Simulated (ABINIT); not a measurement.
The system is CaO.

```
Ca O
1.0
     0.00000    2.40356    2.40356
     2.40356    0.00000    2.40356
     2.40356    2.40356    0.00000
Ca O
1 1
Direct
  0.00000 0.00000 0.00000
  0.50000 0.50000 0.50000
```

The cell is a database's computed one.

Base run:

* Program: ABINIT 10.8.3 (patched build)
* Functional: PBE
* Potentials or basis: SG15 NC PBE v1.2
* Cutoff: 1143 eV
* k mesh: 10 × 10 × 10
* Occupations: fermi-dirac, width 0.05 eV
* Spin: no spin polarisation

Its results: band gap on the k mesh 3.65 eV, indirect (least direct gap 4.02 eV); pressure 1.5 GPa.

Problem. After a change of settings the same cell gave: band gap on the k mesh 4.20 eV, indirect (least direct gap 4.58 eV); pressure -1.4 GPa. Which change was it?
A. functional from PBE to HCTH407; potentials or basis from SG15 NC PBE v1.2 to JTH PAW PBE v2.0; cutoff from 1143 eV to 626 eV
B. functional from PBE to revPBE; potentials or basis from SG15 NC PBE v1.2 to JTH PAW PBE v2.0; cutoff from 1143 eV to 626 eV
C. functional from PBE to r2SCAN; potentials or basis from SG15 NC PBE v1.2 to JTH PAW LDA v2.0; cutoff from 1143 eV to 762 eV

Solution. C.

Caveats: the PAW data sets were made with another functional, which shifts forces and pressure a little (some runs).
